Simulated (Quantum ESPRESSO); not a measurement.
# BN (Fmm2) in Quantum ESPRESSO: single point with PBE

Aim: the single point of BN with PBE.

Program: Quantum ESPRESSO 7.5. These are calculated values, not measurements. Logs are shortened: lines on timing, memory, paths and dates and some standing lists are left out, and cuts for length are marked.

### Step 1. Starting point

Symmetry: Fmm2, No. 42, orthorhombic system. The conventional cell has a = 2.503 Å, b = 6.991 Å, c = 4.332 Å, α = 90.00°, β = 90.00°, γ = 90.00°. Around N (site symmetry mm2) lie 3 B at 1.44 Å. B (site symmetry mm2) is surrounded by 3 N at 1.44 Å.

Measurements of this composition are mostly on another form, of space group No. 194.

### Step 2. Single point, PBE

pw.in

```
&CONTROL
  calculation = 'scf'
  prefix = 'pwscf'
  outdir = './tmp'
  pseudo_dir = './pseudo'
  tprnfor = .true.
  tstress = .true.
  disk_io = 'nowf'
/
&SYSTEM
  ibrav = 0
  nat = 2
  ntyp = 2
  ecutwfc = 88
  nbnd = 9
  occupations = 'smearing'
  smearing = 'fd'
  degauss = 0.00367493
/
&ELECTRONS
  conv_thr = 4d-10
  electron_maxstep = 120
  mixing_beta = 0.5
/
ATOMIC_SPECIES
N     14.0070 N_ONCV_PBE-1.2.upf
B     10.8100 B_ONCV_PBE-1.2.upf
CELL_PARAMETERS angstrom
   0.0000000000    3.4953158300    2.1660912400
   1.2516321000    0.0000000000    2.1660912400
   1.2516321000    3.4953158300    0.0000000000
ATOMIC_POSITIONS crystal
N      0.6666513400    0.6666513400    0.3333486600
B      0.0000486500    0.0000486500    0.9999513500
K_POINTS automatic
6 6 6 0 0 0
```

Potentials or basis: SG15 PBE 1.2.

Started as:

```
$ OMP_NUM_THREADS=1 mpirun -n 2 pw.x -nk 2 -in pw.in > pw.out
```

pw.out:

```text
This program is part of the open-source Quantum ESPRESSO suite
     for quantum simulation of materials; please cite
         "P. Giannozzi et al., J. Phys.:Condens. Matter 21 395502 (2009);
         "P. Giannozzi et al., J. Phys.:Condens. Matter 29 465901 (2017);
         "P. Giannozzi et al., J. Chem. Phys. 152 154105 (2020);
     in publications or presentations arising from this work. More details at

     Message from routine setup:
     using ibrav=0 with symmetry is DISCOURAGED, use correct ibrav instead

     K-points division:     npool     =       2
     Subspace diagonalization in iterative solution of the eigenvalue problem:
     a serial algorithm will be used

     G-vector sticks info
     --------------------
     sticks:   dense  smooth     PW     G-vecs:    dense   smooth      PW
     Sum         919     919    309                14277    14277    2721

     Using Slab Decomposition

     bravais-lattice index     =            0
     lattice parameter (alat)  =       7.7707  a.u.
     unit-cell volume          =     127.8988 (a.u.)^3
     number of atoms/cell      =            2
     number of atomic types    =            2
     number of electrons       =         8.00
     number of Kohn-Sham states=            9
     kinetic-energy cutoff     =      88.0000  Ry
     charge density cutoff     =     352.0000  Ry
     scf convergence threshold =      4.0E-10
     mixing beta               =       0.5000
     number of iterations used =            8  plain     mixing
     Exchange-correlation= PBE
                           (   1   4   3   4   0   0   0)

     celldm(1)=   7.770701  celldm(2)=   0.000000  celldm(3)=   0.000000
     celldm(4)=   0.000000  celldm(5)=   0.000000  celldm(6)=   0.000000

     crystal axes: (cart. coord. in units of alat)
               a(1) = (   0.000000   0.850012   0.526763 )
               a(2) = (   0.304379   0.000000   0.526763 )
               a(3) = (   0.304379   0.850012   0.000000 )

     reciprocal axes: (cart. coord. in units 2 pi/alat)
               b(1) = ( -1.642686  0.588227  0.949193 )
               b(2) = (  1.642686 -0.588227  0.949193 )
               b(3) = (  1.642686  0.588227 -0.949193 )

     PseudoPot. # 1 for N  read from file:
     N_ONCV_PBE-1.2.upf
     Pseudo is Norm-conserving, Zval =  5.0
     Generated using ONCVPSP code by D. R. Hamann
     Using radial grid of  602 points,  4 beta functions with:
                l(1) =   0
                l(2) =   0
                l(3) =   1
                l(4) =   1

     PseudoPot. # 2 for B  read from file:
     B_ONCV_PBE-1.2.upf
     Pseudo is Norm-conserving, Zval =  3.0
     Generated using ONCVPSP code by D. R. Hamann
     Using radial grid of  602 points,  4 beta functions with:
                l(1) =   0
                l(2) =   0
                l(3) =   1
                l(4) =   1

     atomic species   valence    mass     pseudopotential
     N                 5.00    14.00700     N ( 1.00)
     B                 3.00    10.81000     B ( 1.00)

      4 Sym. Ops. (no inversion) found

   Cartesian axes

     site n.     atom                  positions (alat units)
         1        N      tau(   1) = (   0.3043795   0.8500121   0.7023348  )
         2        B      tau(   2) = (   0.3043795   0.8500121   0.0000513  )

     number of k points=    46  Fermi-Dirac smearing, width (Ry)=  0.0037
                       cart. coord. in units 2pi/alat
        k(    1) = (   0.0000000   0.0000000   0.0000000), wk =   0.0092593
        k(    2) = (   0.2737811   0.0980378  -0.1581989), wk =   0.0740741
        k(    3) = (   0.5475621   0.1960756  -0.3163977), wk =   0.0740741
        k(    4) = (  -0.8213432  -0.2941135   0.4745966), wk =   0.0370370
        k(    5) = (   0.5475621  -0.0000000  -0.0000000), wk =   0.0185185
        k(    6) = (   0.8213432   0.0980378  -0.1581989), wk =   0.0740741
[... 38 lines left out ...]
        k(   45) = (   1.0951242  -0.5882269  -0.0000000), wk =   0.0185185
        k(   46) = (   0.0000000   0.0000000  -0.9491931), wk =   0.0092593

     Dense  grid:    14277 G-vectors     FFT dimensions: (  48,  30,  45)

     Initial potential from superposition of free atoms

     starting charge       7.9803, renormalised to       8.0000
     Starting wfcs are random

     Self-consistent Calculation

     iteration #  1     ecut=    88.00 Ry     beta= 0.50
     Davidson diagonalization with overlap
     ethr =  1.00E-02,  avg # of iterations =  8.9

     total energy              =     -25.69557965 Ry
     estimated scf accuracy    <       0.34582741 Ry

     iteration #  2     ecut=    88.00 Ry     beta= 0.50
     Davidson diagonalization with overlap
     ethr =  4.32E-03,  avg # of iterations =  1.3

     total energy              =     -25.75809019 Ry
     estimated scf accuracy    <       0.02634148 Ry

     iteration #  3     ecut=    88.00 Ry     beta= 0.50
     Davidson diagonalization with overlap
     ethr =  3.29E-04,  avg # of iterations =  1.6
[... 29 lines left out ...]
     total energy              =     -25.76103246 Ry
     estimated scf accuracy    <       0.00000004 Ry

     iteration #  8     ecut=    88.00 Ry     beta= 0.50
     Davidson diagonalization with overlap
     ethr =  5.38E-10,  avg # of iterations =  1.0

     total energy              =     -25.76103246 Ry
     estimated scf accuracy    <          2.4E-09 Ry

     iteration #  9     ecut=    88.00 Ry     beta= 0.50
     Davidson diagonalization with overlap
     ethr =  3.01E-11,  avg # of iterations =  2.1

     End of self-consistent calculation

          k = 0.0000 0.0000 0.0000 (  1765 PWs)   bands (ev):

   -13.5231  -0.1742   2.8531   2.8599   9.2164  15.8245  15.8833  17.2367
    18.7647

          k = 0.2738 0.0980-0.1582 (  1778 PWs)   bands (ev):

   -12.9789   0.3616   0.8996   1.9594  10.3580  15.4627  15.6718  18.0406
    20.2929

          k = 0.5476 0.1961-0.3164 (  1781 PWs)   bands (ev):

   -11.5201  -2.6666   0.5918   1.9217  11.1977  13.4198  15.7024  22.1133
    22.8235

          k =-0.8213-0.2941 0.4746 (  1792 PWs)   bands (ev):

   -10.3418  -4.6914   0.0339   3.2952   8.9717  14.2004  17.6606  19.9345
    24.0441

          k = 0.5476-0.0000-0.0000 (  1785 PWs)   bands (ev):

   -11.9934  -1.3036   0.2803   1.7331  11.7506  12.7512  16.8473  19.0811
    21.8901

          k = 0.8213 0.0980-0.1582 (  1789 PWs)   bands (ev):

   -10.4661  -3.8550  -1.1016   3.4508   9.6053  14.7286  17.4815  18.8719
    22.0984

          k =-0.5476-0.3922 0.6328 (  1788 PWs)   bands (ev):

   -10.4118  -3.8756  -1.1144   2.9303   9.6895  16.1890  17.6139  19.5331
    22.2545

          k =-0.2738-0.2941 0.4746 (  1784 PWs)   bands (ev):

   -11.9156  -1.3222   0.2549   1.0038  12.0536  14.7541  16.7178  18.8872
    22.3628

          k = 0.0000-0.1961 0.3164 (  1789 PWs)   bands (ev):

   -12.9457   0.0368   0.8895   1.9574  11.0226  15.3720  16.0505  18.0618
    20.0369

          k = 1.0951-0.0000-0.0000 (  1793 PWs)   bands (ev):

    -9.7390  -3.7255  -2.9258   4.0625   8.6410  16.4901  17.6356  21.1021
    22.2525

          k =-0.2738-0.4902 0.7910 (  1790 PWs)   bands (ev):

   -10.3830  -3.8034  -1.1551   2.7190   9.2006  16.3490  17.7128  20.8380
    23.1041

          k =-0.0000-0.3922 0.6328 (  1789 PWs)   bands (ev):

   -11.4461  -2.6377   0.5698   1.2880  11.0035  14.3771  17.1029  21.0827
    22.7834

          k =-1.6427 0.0000 0.0000 (  1796 PWs)   bands (ev):

   -10.2832  -4.5956   0.0005   2.8541   8.1870  14.2807  18.8066  22.7936
    23.7203

          k =-0.0000 0.1961-0.0000 (  1782 PWs)   bands (ev):

   -13.4758  -0.6488   2.8541   2.8550  10.2323  15.8316  15.8571  17.1048
    18.9314

          k = 0.2738 0.2941-0.1582 (  1778 PWs)   bands (ev):

   -12.9013  -0.3655   0.8989   1.9593  11.8978  15.4477  16.0984  18.0416
    20.0578

          k =-1.0951-0.1961 0.6328 (  1784 PWs)   bands (ev):

   -11.4524  -2.6862   0.5917   1.2998  11.3229  14.4890  17.0103  21.1314
    22.8167

          k =-0.8213-0.0980 0.4746 (  1792 PWs)   bands (ev):

   -10.3420  -4.6890   0.0339   3.2637   9.1079  14.0697  17.3326  20.1968
    24.4306

          k =-0.5476 0.0000 0.3164 (  1775 PWs)   bands (ev):

   -11.5533  -2.6544   0.5918   2.2635  11.4802  12.2477  15.5296  22.5771
    22.8165

          k = 0.0000-0.0000 0.3164 (  1782 PWs)   bands (ev):

   -12.9901   0.4988   0.8595   1.9649  10.1183  15.6469  15.6731  18.0884
    20.1194

          k = 0.5476 0.1961-0.0000 (  1785 PWs)   bands (ev):

   -11.9561  -1.3129   0.2681   1.3525  11.9129  13.6768  16.7590  19.0735
    22.3842

          k =-0.8213-0.2941 0.7910 (  1787 PWs)   bands (ev):

   -10.4346  -3.8672  -1.1306   3.1288   9.6776  15.6757  17.4628  19.9117
    22.0198
[... 13 lines left out ...]
    -9.7464  -3.7327  -2.9446   4.1394   8.7587  16.0780  18.4801  20.5980
    22.2199

          k =-0.2738-0.2941 0.7910 (  1787 PWs)   bands (ev):

   -10.4288  -3.8680  -1.1382   3.1317   9.6823  15.8401  17.3043  19.6100
    22.1472

          k = 0.0000-0.1961 0.6328 (  1781 PWs)   bands (ev):

   -11.5185  -2.7050   0.5882   1.9401  11.5463  13.4460  15.8155  20.8974
    22.8519

          k =-0.5476 0.5882-0.6328 (  1787 PWs)   bands (ev):

   -10.3913  -3.8784  -1.0998   2.7295   9.7441  16.5065  18.0076  18.9459
    23.7097

          k =-1.6427 0.1961 0.0000 (  1782 PWs)   bands (ev):

   -10.3090  -4.6434   0.0102   3.0699   8.5683  14.2428  18.4138  20.4744
    24.8893

          k =-0.2738 0.4902-0.4746 (  1781 PWs)   bands (ev):

   -11.8470  -1.3000   0.2558   0.4381  12.1225  16.5898  17.0340  18.5334
    22.1565

          k =-1.6427 0.0000 0.3164 (  1776 PWs)   bands (ev):

   -11.4090  -2.6018   0.5607   0.9913  10.7854  14.5462  18.3421  21.0572
    22.7534

          k = 0.0000 0.3922-0.3164 (  1764 PWs)   bands (ev):

   -12.8541  -0.7266   0.9169   1.9425  12.7494  15.2453  16.7770  18.0098
    19.6598

          k =-0.0000 0.3922-0.0000 (  1774 PWs)   bands (ev):

   -13.3779  -1.4500   2.8424   2.8589  12.4328  15.8054  15.8450  16.6969
    19.4459

          k =-1.3689-0.0980 0.7910 (  1765 PWs)   bands (ev):

   -12.8209  -0.9736   0.8838   1.9593  13.3690  15.3337  17.3291  18.0428
    19.3841

          k =-1.0951-0.0000 0.6328 (  1787 PWs)   bands (ev):

   -11.4177  -2.6931   0.5918   1.0120  11.4777  14.6228  18.8624  19.8336
    22.8198

          k =-1.0951-0.1961 0.9492 (  1783 PWs)   bands (ev):

   -11.8797  -1.3236   0.2441   0.6724  12.2363  15.8494  16.6141  18.9790
    22.4424

          k =-0.8213-0.0980 0.7910 (  1788 PWs)   bands (ev):

   -10.4028  -3.8754  -1.1584   2.7975   9.9146  16.1923  18.3227  19.4210
    23.2884

          k =-0.5476 0.0000 0.6328 (  1785 PWs)   bands (ev):

   -10.4726  -3.8606  -1.1549   3.5261   9.8086  14.5164  17.2618  19.9034
    22.0852

          k = 0.0000-0.0000 0.6328 (  1786 PWs)   bands (ev):

   -11.5539  -2.7368   0.5974   2.3069  12.2579  12.3015  15.5322  20.8519
    22.8916

          k =-0.5476-0.1961 0.9492 (  1780 PWs)   bands (ev):

    -9.7613  -3.7492  -2.9753   4.2616   9.0444  16.3918  18.3804  19.7214
    22.1783

          k =-0.2738-0.0980 0.7910 (  1787 PWs)   bands (ev):

   -10.4737  -3.9303  -1.1193   3.5745  10.3052  14.7500  17.2060  19.3700
    20.7421

          k =-1.6427 0.3922-0.0000 (  1772 PWs)   bands (ev):

   -10.3598  -4.7358   0.0297   3.5320   9.4928  14.0242  17.4475  18.4202
    24.3985

          k =-1.6427-0.0000 0.6328 (  1754 PWs)   bands (ev):

   -12.8068  -1.0617   0.9282   1.9351  13.4862  15.2437  17.9844  17.9975
    18.8075

          k = 0.0000-0.5882 0.0000 (  1756 PWs)   bands (ev):

   -13.3272  -1.8010   2.8366   2.8608  13.8596  15.7799  15.8474  16.2436
    19.9712

          k = 0.5476-0.5882 0.0000 (  1782 PWs)   bands (ev):

   -11.8405  -1.3228   0.2339   0.3575  12.4047  16.5529  17.5221  18.6255
    21.9923

          k = 1.0951-0.5882-0.0000 (  1786 PWs)   bands (ev):

    -9.7689  -3.7587  -2.9870   4.3049   9.2264  17.0794  18.0039  18.7368
    22.2095

          k = 0.0000 0.0000-0.9492 (  1792 PWs)   bands (ev):

   -10.3847  -4.7805   0.0395   3.7818  10.1046  13.7896  16.5789  18.0514
    23.7942

     the Fermi energy is     5.6831 ev

!    total energy              =     -25.76103247 Ry
     estimated scf accuracy    <          2.1E-10 Ry
     smearing contrib. (-TS)   =      -0.00000000 Ry
     internal energy E=F+TS    =     -25.76103247 Ry

     The total energy is F=E-TS. E is the sum of the following terms:
     one-electron contribution =     -10.20156727 Ry
     hartree contribution      =       9.04468329 Ry
     xc contribution           =      -7.38460815 Ry
     ewald contribution        =     -17.21954033 Ry

     convergence has been achieved in   9 iterations

     Forces acting on atoms (cartesian axes, Ry/au):

     atom    1 type  1   force =     0.00000000   -0.00000000   -0.00033819
     atom    2 type  2   force =    -0.00000000    0.00000000    0.00033819

     Total force =     0.000478     Total SCF correction =     0.000001

     Computing stress (Cartesian axis) and pressure

          total   stress  (Ry/bohr**3)                   (kbar)     P=       18.97
   0.00013308   0.00000000   0.00000000           19.58        0.00        0.00
  -0.00000000   0.00011771   0.00000000           -0.00       17.32        0.00
   0.00000000  -0.00000000   0.00013605            0.00       -0.00       20.01

=------------------------------------------------------------------------------=
   JOB DONE.
=------------------------------------------------------------------------------=
```

Wall time 9.7 s (2 MPI ranks of Arm Neoverse V1, shared host); peak memory 0.12 GiB.

Results:

- Free energy: -350.4967 eV
- Pressure: 1.9 GPa
- Largest force: 0.009 eV/Å
- Band gap on the k mesh: 3.88 eV, indirect (least direct gap 4.58 eV)

Forces in eV/Å, atoms in the order of the input:
```
N    0.000  0.000 -0.009
B    0.000  0.000  0.009
```

Levels at points of the mesh, in eV from the valence-band top:
| k point | band 1 | band 2 | band 3 | band 4 | band 5 | band 6 | band 7 | band 8 |
| --- | --- | --- | --- | --- | --- | --- | --- | --- |
| (0.00, 0.00, 0.00) | -17.83 | -4.48 | -1.45 | -1.44 | 4.91 | 11.52 | 11.58 | 12.93 |
| (0.00, 0.00, -0.50) | -14.65 | -9.00 | -4.27 | -1.01 | 4.67 | 9.90 | 13.36 | 15.63 |
| (0.00, -0.50, -0.50) | -14.59 | -8.90 | -4.30 | -1.45 | 3.88 | 9.98 | 14.50 | 18.49 |
| (-0.50, 0.00, -0.50) | -17.63 | -6.11 | -1.47 | -1.44 | 9.55 | 11.48 | 11.54 | 11.94 |
| (-0.50, -0.50, 0.00) | -14.69 | -9.09 | -4.27 | -0.52 | 5.80 | 9.48 | 12.27 | 13.75 |

Caveat: the k mesh is coarse (spacing up to 0.51 Å⁻¹), so the values aren't converged.
